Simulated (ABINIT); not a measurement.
Runs of ABINIT 10.8.3 (patched build) on CoO. Symmetry: R-3m, No. 166, trigonal system. The conventional cell has a = 3.011 Å, b = 3.011 Å, c = 7.320 Å, α = 90.00°, β = 90.00°, γ = 120.00°. Co (site symmetry -3m) is surrounded by 6 O at 2.12 Å. O (site symmetry -3m) is surrounded by 6 Co at 2.12 Å. The cell is a database's computed one.

```csv
task,level,potentials or basis,cell,k mesh,cell freedom (optcell),cutoff smearing ecutsm (Ha),optimiser (ionmov),force stop (Ha/bohr),mesh quality,gap on the mesh (eV),pressure (GPa),moment (μB),relaxed volume (Å³/atom)
relaxation of cell and atoms,LDA,JTH PAW LDA v2.0,relaxed,6 × 6 × 6,2,0.5,2,0.0002,coarse,none,0.0,2.68,8.68
band structure,PBEsol,JTH PAW PBE v2.0,as given,11 × 11 × 11,-,-,-,-,not flagged,none,-9.3,2.93,-
single point,PBE,JTH PAW PBE v2.0,as given,11 × 11 × 11,-,-,-,-,not flagged,none,(c),2.90,-
relaxation of cell and atoms,PBEsol,JTH PAW PBE v2.0,relaxed,9 × 9 × 9,2,0.5,2,5e-05,not flagged,none,0.0,(b),(a)
```

Alike in all rows: spin collinear, ferromagnetic start; cutoff (eV) 707; smearing fermi-dirac 0.05 eV.

Estimate the missing entries.

(a) 9.06; (b) 2.75; (c) -0.5.

Caveats: some runs use coarse meshes; a cell with one magnetic atom can't hold antiferromagnetic order, which such compounds often take; semilocal functionals often make such compounds metallic where correlation or magnetic order opens a gap, which also shifts bond lengths; the PAW data sets were made with another functional, which shifts forces and pressure a little (some runs).

A k mesh can miss the band edges.

A gap of «none» marks a metal or a gap under the smearing width.

Not every run made on this cell is shown here.
